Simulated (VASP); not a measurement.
# Si (a cell with a defect) in VASP: a series of runs, part 2 of 2

VASP 6.6.1. Earlier steps stand in the parts before.

## 3. Relaxation of the atoms, PBEsol

Input file INCAR:

```
SYSTEM = Si
PREC = Accurate ; ENCUT = 520
EDIFF = 1E-7 ; ISMEAR = -1
SIGMA = 0.02 ; LREAL = Auto
LASPH = .TRUE. ; NELM = 100
ALGO = Fast ; ISIF = 2
LWAVE = .FALSE. ; LCHARG = .FALSE.
GGA = PS ; IBRION = 2
NSW = 80 ; EDIFFG = -0.03
```

Input file KPOINTS:

```
Automatic mesh
0
G
  2 2 2
  0 0 0
```

Input file POSCAR:

```
Si
1.0
    0.0000000000      5.4300000000      5.4300000000
    5.4300000000      0.0000000000      5.4300000000
    5.4300000000      5.4300000000      0.0000000000
Si
17
Direct
    0.0000000000      0.0000000000      0.0000000000
    0.1250000000      0.1250000000      0.1250000000
    0.0000000000      0.0000000000      0.5000000000
    0.1250000000      0.1250000000      0.6250000000
    0.0000000000      0.5000000000      0.0000000000
    0.1250000000      0.6250000000      0.1250000000
    0.0000000000      0.5000000000      0.5000000000
    0.1250000000      0.6250000000      0.6250000000
    0.5000000000      0.0000000000      0.0000000000
    0.6250000000      0.1250000000      0.1250000000
    0.5000000000      0.0000000000      0.5000000000
    0.6250000000      0.1250000000      0.6250000000
    0.5000000000      0.5000000000      0.0000000000
    0.6250000000      0.6250000000      0.1250000000
    0.5000000000      0.5000000000      0.5000000000
    0.6250000000      0.6250000000      0.6250000000
    0.2465777000      0.2599156000      0.7393583000
```

Potentials or basis: VASP PAW PBE potentials, release 64 (Si).

On the command line:

```
> cat potpaw_PBE.64/Si/POTCAR > POTCAR
> mpirun -np 1 vasp_std > vasp.out
```

OUTCAR:

```text
SYSTEM = Si
   PREC = Accurate
   ENCUT = 520
   EDIFF = 1E-7
   ISMEAR = -1
   LREAL = Auto
   LASPH = .TRUE.
   NELM = 100
   ISIF = 2
   GGA = PS
   IBRION = 2
   NSW = 80
   EDIFFG = -0.03

 ion  position               nearest neighbor table
   1  0.000  0.000  0.000-   2 2.35   4 2.35   6 2.35  10 2.35  17 2.75
   2  0.125  0.125  0.125-   1 2.35   3 2.35   5 2.35   9 2.35  17 2.42
   3  0.000  0.000  0.500-   2 2.35   4 2.35   8 2.35  12 2.35
   4  0.125  0.125  0.625-  17 2.33   3 2.35   7 2.35  11 2.35   1 2.35
   5  0.000  0.500  0.000-   2 2.35   6 2.35   8 2.35  14 2.35  17 2.72
   6  0.125  0.625  0.125-   1 2.35   5 2.35   7 2.35  13 2.35
   7  0.000  0.500  0.500-   4 2.35   6 2.35   8 2.35  16 2.35  17 2.64
   8  0.125  0.625  0.625-  17 2.29   5 2.35   7 2.35  15 2.35   3 2.35
   9  0.500  0.000  0.000-   2 2.35  10 2.35  12 2.35  14 2.35  17 2.79
  10  0.625  0.125  0.125-   1 2.35   9 2.35  11 2.35  13 2.35
  11  0.500  0.000  0.500-   4 2.35  10 2.35  12 2.35  16 2.35  17 2.71
  12  0.625  0.125  0.625-   3 2.35   9 2.35  11 2.35  15 2.35  17 2.37
  13  0.500  0.500  0.000-   6 2.35  10 2.35  14 2.35  16 2.35
  14  0.625  0.625  0.125-   5 2.35   9 2.35  13 2.35  15 2.35
  15  0.500  0.500  0.500-   8 2.35  12 2.35  14 2.35  16 2.35  17 2.68
  16  0.625  0.625  0.625-   7 2.35  11 2.35  13 2.35  15 2.35
  17  0.247  0.260  0.739-   8 2.29   4 2.33  12 2.37   2 2.42   7 2.64  15 2.68  11 2.71   5 2.72
                             1 2.75   9 2.79

  LATTYP: Found a face centered cubic cell.
 ALAT       =    10.8600000000

  Lattice vectors:

 A1 = (   0.0000000000,   5.4300000000,   5.4300000000)
 A2 = (   5.4300000000,   0.0000000000,   5.4300000000)
 A3 = (   5.4300000000,   5.4300000000,   0.0000000000)

Analysis of symmetry for initial positions (statically):
=====================================================================
 Subroutine PRICEL returns:
 Original cell was already a primitive cell.

 Routine SETGRP: Setting up the symmetry group for a
 face centered cubic supercell.

 Subroutine GETGRP returns: Found  1 space group operations
 (whereof  1 operations were pure point group operations)
 out of a pool of 48 trial point group operations.

The static configuration has the point symmetry C_1 .

[... 139 lines left out ...]
   EFERMI =   0.00;   METHOD = LEGACY
   ISMEAR =    -1;   SIGMA  =   0.02  broadening in eV -4-tet -1-fermi 0-gaus
   EFERMI_NEDOS =   21; number of points for ismear=-14 and -15
   IALGO  =     68    algorithm
   IMIX   =      4    mixing-type and parameters
     AMIX     =   0.40;   BMIX     =  1.00
     AMIX_MAG =   1.60;   BMIX_MAG =  1.00
  volume/ion in A,a.u.               =      18.84       127.11
  Fermi-wavevector in a.u.,A,eV,Ry     =   0.976715  1.845724 12.979587  0.953973
  Thomas-Fermi vector in A             =   2.107356
   LORBIT       =      0    0 simple, 1 ext, 2 COOP (PROOUT), +10 PAW based schemes
   GGA     = PS    functional components
   LHFCALC =     F    Hartree Fock is set to
   AEXX    =    0.0000 exact exchange contribution
   IVDW    =     0    specifies the selected vdW correction
   LEPSILON=     F    determine dielectric tensor
   LRPA    =     F    only Hartree local field effects (RPA)
 conjugate gradient relaxation of ions
 non-spin polarized calculation
 RMM-DIIS sequential band-by-band and
  energy-cutoff  :      520.00
  volume of cell :      320.21
 maximum number of plane-waves:      8646
 NGX is ok and might be reduce to    60
   NGX = 29   NGY = 29   NGZ = 29

--------------------------------------- Ionic step        1  -------------------------------------------

 number of electron      68.0000003 magnetization

 Free energy of the ion-electron system (eV)
  ---------------------------------------------------
  ext. energy  EPLUGINS =         0.00000000
  ---------------------------------------------------
  free energy    TOTEN  =       -93.77897381 eV

  energy without entropy =      -93.76935684  energy(sigma->0) =      -93.77416532

------------------------ aborting loop because EDIFF is reached ----------------------------------------

  FORCE on cell =-STRESS in cart. coord.  units (eV):
  Direction    XX          YY          ZZ          XY          YZ          ZX
  --------------------------------------------------------------------------------------
  -------------------------------------------------------------------------------------
  Total        7.9962126      8.0590909      8.0111675     -0.4457028      0.0067369      0.9649819
  in kB       40.0097126     40.3243293     40.0845404     -2.2301109      0.0337086      4.8283668
  external PRESSURE =      40.1395274 kB  Pullay stress =       0.0000000 kB
[... 293 lines left out ...]
--------------------------------------- Ionic step        7  -------------------------------------------

 number of electron      68.0000000 magnetization

 Free energy of the ion-electron system (eV)
  ---------------------------------------------------
  ext. energy  EPLUGINS =         0.00000000
  ---------------------------------------------------
  free energy    TOTEN  =       -93.92754367 eV

  energy without entropy =      -93.91573566  energy(sigma->0) =      -93.92163967

 E-fermi :   6.7928     XC(G=0):  -9.8063

 val. band max:        6.5718566617   @ k =   0.0000   0.0000   0.0000
 cond. band min:       6.8120293621   @ k =   0.0000   0.5000   0.5000
 fundamental gap:      0.2401727004
 Fermi energy:         6.7927741515

 k-point     1 :       0.0000    0.0000    0.0000
  band No.  band energies     occupation
      1      -6.3873      2.00000
      2      -3.8319      2.00000
      3      -3.6829      2.00000
      4      -3.6811      2.00000
      5      -3.6796      2.00000
      6      -2.8735      2.00000
[... 401 lines left out ...]
  FREE ENERGIE OF THE ION-ELECTRON SYSTEM (eV)
  ---------------------------------------------------
  free  energy   TOTEN  =       -93.9275436738 eV

  energy  without entropy=      -93.9157356627  energy(sigma->0) =      -93.92163967

 reached required accuracy - stopping structural energy minimisation
```

OSZICAR:

```text
N       E                     dE             d eps       ncg     rms          rms(c)
DAV:   1     0.180987828614E+03    0.18099E+03   -0.26789E+04   688   0.132E+03
DAV:   2    -0.776017224340E+02   -0.25859E+03   -0.24872E+03   819   0.188E+02
DAV:   3    -0.953100324537E+02   -0.17708E+02   -0.17373E+02   880   0.425E+01
[... 70 lines left out ...]
RMM:   2    -0.939275372670E+02   -0.28508E-04   -0.48311E-04   689   0.941E-02    0.191E-02
RMM:   3    -0.939275423265E+02   -0.50595E-05   -0.10707E-04   704   0.432E-02    0.803E-03
RMM:   4    -0.939275432994E+02   -0.97294E-06   -0.18950E-05   733   0.188E-02    0.442E-03
RMM:   5    -0.939275436037E+02   -0.30428E-06   -0.39788E-06   737   0.831E-03    0.227E-03
RMM:   6    -0.939275436738E+02   -0.70153E-07   -0.79764E-07   614   0.390E-03
   7 F= -.93927544E+02 E0= -.93921640E+02  d E =-.160278E-02
```

Run time: 17 min. Hardware: 1 thread of Intel Xeon Platinum 8259CL at 2.50GHz (Skylake/Cascade Lake), shared host; peak memory 0.54 GiB.

Results:

* Free energy: -93.9275 eV
* Energy gained by relaxing: 8.7 meV/atom
* Ionic steps: 7
* Pressure after relaxing: 3.5 GPa
* Largest force after relaxing: 0.028 eV/Å
* Band gap on the k mesh: none (metal or under the smearing width)

Forces on the atoms (eV/Å):
```
Si  -0.017 -0.008  0.009
Si   0.014  0.005 -0.011
Si   0.009  0.018 -0.006
Si  -0.007 -0.020  0.002
Si  -0.009 -0.017  0.021
Si   0.012  0.001 -0.013
Si   0.006  0.010  0.003
Si  -0.012 -0.005 -0.004
Si  -0.008 -0.009  0.004
Si   0.005  0.003  0.000
Si   0.011  0.000 -0.012
Si  -0.014 -0.001  0.018
Si  -0.001  0.004 -0.002
Si   0.005  0.009 -0.003
Si   0.015 -0.008 -0.010
Si  -0.015 -0.008  0.013
Si   0.007  0.025 -0.009
```

The path:
| step | energy change (eV) | largest force (eV/Å) | pressure (GPa) |
| --- | --- | --- | --- |
| 1 | 0.0000 | 1.3017 | 4.01 |
| 2 | -0.1408 | 0.2388 | 3.50 |
| 3 | -0.1412 | 0.2480 | 3.48 |
| 4 | -0.1469 | 0.1127 | 3.46 |
| 5 | -0.1470 | 0.1162 | 3.46 |
| 6 | -0.1483 | 0.0635 | 3.47 |
| 7 | -0.1486 | 0.0284 | 3.48 |

Final structure:
```
Si
1.0
     0.00000    5.43000    5.43000
     5.43000    0.00000    5.43000
     5.43000    5.43000    0.00000
Si
17
Direct
  0.99694 0.99708 0.00278
  0.12371 0.12370 0.12891
  0.99918 0.00245 0.49729
  0.12255 0.12242 0.62265
  0.99692 0.50334 0.00275
  0.12671 0.62462 0.12415
  0.99680 0.50333 0.49675
  0.12204 0.63383 0.62218
  0.50301 0.99712 0.00282
  0.62454 0.12642 0.12437
  0.50297 0.99702 0.49681
  0.63062 0.12307 0.62322
  0.50002 0.49990 0.00013
  0.62447 0.62469 0.12430
  0.50290 0.50336 0.49681
  0.62421 0.62450 0.62689
  0.24899 0.25306 0.74654
```

Levels at points of the mesh, in eV from the Fermi level:
```tsv
k point	band 31	band 32	band 33	band 34	band 35	band 36	band 37	band 38
(0.00, 0.00, 0.00)	-0.77	-0.76	-0.76	-0.24	-0.23	-0.22	0.05	0.05
(0.50, 0.00, 0.00)	-1.50	-1.36	-1.35	-0.32	0.51	0.54	0.88	0.88
(0.00, 0.50, 0.00)	-1.51	-1.36	-1.35	-0.32	0.52	0.54	0.87	0.87
(0.00, 0.00, 0.50)	-1.50	-1.36	-1.35	-0.32	0.51	0.53	0.88	0.88
(0.50, 0.50, 0.50)	-1.50	-1.36	-1.35	-0.32	0.51	0.54	0.87	0.88
(0.50, 0.50, 0.00)	-1.95	-1.81	-0.96	0.02	0.72	1.04	1.05	1.15
(0.00, 0.50, 0.50)	-1.95	-1.81	-0.96	0.02	0.72	1.05	1.05	1.15
(0.50, 0.00, 0.50)	-1.95	-1.81	-0.96	0.02	0.72	1.04	1.05	1.15
```

Caveat: the k mesh is coarse (spacing up to 0.50 Å⁻¹), so the values aren't converged; the PAW data sets were made with another functional, which shifts forces and pressure a little.

## 4. Single point, PBEsol

Input file INCAR:

```
SYSTEM = Si
PREC = Accurate
ENCUT = 520
EDIFF = 1E-7
ISMEAR = -1
SIGMA = 0.02
LREAL = Auto
LASPH = .TRUE.
NELM = 100
ALGO = Fast
ISIF = 2
LWAVE = .FALSE.
LCHARG = .TRUE.
GGA = PS
LELF = .TRUE.
LVHAR = .TRUE.
NBANDS = 48
```

KPOINTS is that of step 3.

Input file POSCAR:

```
Si
1.0
    0.0000000000      5.4300000000      5.4300000000
    5.4300000000      0.0000000000      5.4300000000
    5.4300000000      5.4300000000      0.0000000000
Si
17
Direct
   -0.0031024862     -0.0026837017      0.0023253223
    0.1231293738      0.1236687845      0.1298229282
   -0.0002780847      0.0011200737      0.4985224678
    0.1224733886      0.1233671271      0.6221809392
   -0.0031280847      0.5038209024      0.0022409761
    0.1261488029      0.6250618785      0.1240370166
   -0.0035559853      0.5038108656      0.4963699816
    0.1224502762      0.6324843462      0.6220696133
    0.5031302026     -0.0027464088      0.0025817680
    0.6245675875      0.1262593002      0.1243482505
    0.5027004604     -0.0027374770      0.4967514733
    0.6310475138      0.1233994475      0.6225117864
    0.4999378453      0.5000767035      0.0000133517
    0.6245124309      0.6250737569      0.1242470534
    0.5027071823      0.5037313076      0.4966429098
    0.6241560773      0.6249813076      0.6262487109
    0.2496812155      0.2512278085      0.7484436464
```

On the command line:

```
> cat potpaw_PBE.64/Si/POTCAR > POTCAR
> mpirun -np 1 vasp_std > vasp.out
```

Wall time 5 min (1 thread of Intel Xeon Platinum 8259CL at 2.50GHz (Skylake/Cascade Lake), shared host); peak memory 0.46 GiB.

The run converged. Its results:

```yaml
Free_energy: -93.9280 eV
Pressure: 3.5 GPa
Largest_force: 0.035 eV/Å
Band_gap_on_the_k_mesh: none (metal or under the smearing width)
```

Forces in eV/Å, atoms in the order of the input:
```
Si   0.003 -0.003  0.018
Si   0.020  0.017 -0.017
Si   0.001 -0.003  0.001
Si  -0.006 -0.012 -0.006
Si  -0.015  0.000 -0.003
Si  -0.018  0.023  0.014
Si  -0.004  0.019  0.000
Si   0.007 -0.010  0.007
Si   0.001 -0.028  0.002
Si   0.025 -0.013  0.020
Si   0.012 -0.005  0.006
Si  -0.010  0.009  0.013
Si   0.000 -0.002  0.001
Si  -0.021 -0.010 -0.025
Si  -0.006 -0.001 -0.013
Si   0.014  0.019 -0.017
Si  -0.001  0.001 -0.001
```

Levels at points of the mesh, in eV from the Fermi level:
| k point | band 32 | band 33 | band 34 | band 35 | band 36 | band 37 |
| --- | --- | --- | --- | --- | --- | --- |
| (0.00, 0.00, 0.00) | -0.76 | -0.76 | -0.23 | -0.23 | -0.23 | 0.05 |
| (0.50, 0.00, 0.00) | -1.35 | -1.35 | -0.33 | 0.52 | 0.53 | 0.88 |
| (0.00, 0.50, 0.00) | -1.35 | -1.35 | -0.33 | 0.52 | 0.53 | 0.88 |
| (0.00, 0.00, 0.50) | -1.35 | -1.35 | -0.33 | 0.52 | 0.52 | 0.88 |
| (0.50, 0.50, 0.50) | -1.35 | -1.35 | -0.33 | 0.52 | 0.53 | 0.88 |
| (0.50, 0.50, 0.00) | -1.81 | -0.96 | 0.02 | 0.72 | 1.04 | 1.05 |
| (0.00, 0.50, 0.50) | -1.81 | -0.96 | 0.02 | 0.72 | 1.04 | 1.05 |
| (0.50, 0.00, 0.50) | -1.81 | -0.96 | 0.02 | 0.72 | 1.04 | 1.05 |

Caveat: the k mesh is coarse (spacing up to 0.50 Å⁻¹), so the values aren't converged; the PAW data sets were made with another functional, which shifts forces and pressure a little.

## 5. Single point, PBEsol

Input file INCAR:

```
SYSTEM = Si
PREC     = Accurate       ! precision mode
ENCUT    = 520            ! plane-wave cutoff, eV
EDIFF    = 1E-6           ! SCF threshold, eV
ISMEAR   = -1             ! smearing method
SIGMA    = 0.02           ! smearing width, eV
LREAL    = Auto         
LASPH    = .True.         ! aspherical terms in the spheres
NELM     = 100            ! most SCF steps
ALGO     = Fast           ! electronic algorithm
ISIF     = 2              ! what is computed and relaxed
LWAVE    = .False.        ! write WAVECAR
LCHARG   = .False.        ! write CHGCAR
GGA      = PS             ! functional
NBANDS   = 48             ! bands
```

Input file KPOINTS:

```
Automatic mesh
0
Gamma
  2 2 2
  0 0 0
```

Input file POSCAR:

```
Si
1.0
    0.0000000000      5.4300000000      5.4300000000
    5.4300000000      0.0000000000      5.4300000000
    5.4300000000      5.4300000000      0.0000000000
Si
17
Direct
   -0.0029476980     -0.0021546961     -0.0068265193
    0.1400314917      0.1404670350      0.0790813996
    0.0158627072      0.0156897790      0.4521993554
    0.1170262431      0.1196059853      0.6150544199
   -0.0020465009      0.5121343462     -0.0080984346
    0.1138244936      0.6260766114      0.1337558011
   -0.0199350829      0.5073395028      0.5056536832
    0.1189345304      0.6478209024      0.6139724678
    0.5115800184     -0.0019577348     -0.0068967772
    0.6254958564      0.1148923573      0.1339151934
    0.5061106814     -0.0183383057      0.5056604052
    0.6479162063      0.1196994475      0.6149337017
    0.4870583794      0.4880688766      0.0376690608
    0.6262570902      0.6262163904      0.1335565378
    0.5066049724      0.5074637201      0.5054891344
    0.6115835175      0.6130227440      0.6633991713
    0.2749674954      0.2734842541      0.6762844383
```

On the command line:

```
> cat potpaw_PBE.64/Si/POTCAR > POTCAR
> mpirun -np 1 vasp_std > vasp.out
```

Run time: 4.9 min. Hardware: 1 thread of Intel Xeon Platinum 8259CL at 2.50GHz (Skylake/Cascade Lake), shared host; peak memory 0.47 GiB.

The run converged. Its results:

```
Free energy            : -93.7352 eV
Pressure               : 3.0 GPa
Largest force          : 0.506 eV/Å
Band gap on the k mesh : none (metal or under the smearing width)
```

Forces in eV/Å, atoms in the order of the input:
```
Si   0.004 -0.001  0.016
Si   0.008  0.016 -0.012
Si   0.014  0.010 -0.010
Si  -0.018 -0.002  0.022
Si  -0.014  0.006 -0.009
Si  -0.020 -0.013  0.025
Si  -0.035  0.019  0.037
Si  -0.036 -0.002  0.002
Si   0.001 -0.015 -0.001
Si  -0.011 -0.023  0.020
Si   0.013 -0.031  0.033
Si  -0.017 -0.018  0.004
Si  -0.082 -0.081  0.082
Si  -0.017 -0.026  0.012
Si  -0.037 -0.037 -0.020
Si  -0.074 -0.076  0.076
Si   0.320  0.276 -0.279
```

Stress tensor (GPa, compression positive):
```
 3.03 -0.49  0.48
-0.49  2.96  0.50
 0.48  0.50  2.95
```

Levels at points of the mesh, in eV from the Fermi level:
```tsv
k point	band 30	band 31	band 32	band 33	band 34	band 35	band 36	band 37	band 38	band 39
(0.00, 0.00, 0.00)	-1.52	-0.91	-0.68	-0.67	-0.39	-0.11	-0.10	0.11	0.11	0.54
(0.50, 0.00, 0.00)	-1.46	-1.37	-1.34	-1.09	-0.17	0.22	0.79	0.83	0.91	1.31
(0.00, 0.50, 0.00)	-1.46	-1.37	-1.34	-1.09	-0.17	0.21	0.78	0.84	0.91	1.31
(0.00, 0.00, 0.50)	-1.44	-1.44	-1.27	-1.27	-0.28	0.38	0.41	1.11	1.11	1.21
(0.50, 0.50, 0.50)	-1.46	-1.37	-1.34	-1.09	-0.17	0.22	0.79	0.83	0.91	1.31
(0.50, 0.50, 0.00)	-1.94	-1.89	-1.72	-0.83	0.01	0.53	1.19	1.30	1.31	1.91
(0.00, 0.50, 0.50)	-1.95	-1.88	-1.73	-0.84	0.02	0.53	1.19	1.30	1.30	1.92
(0.50, 0.00, 0.50)	-1.94	-1.89	-1.72	-0.83	0.01	0.53	1.19	1.29	1.31	1.91
```

Caveat: the k mesh is coarse (spacing up to 0.50 Å⁻¹), so the values aren't converged; the PAW data sets were made with another functional, which shifts forces and pressure a little.
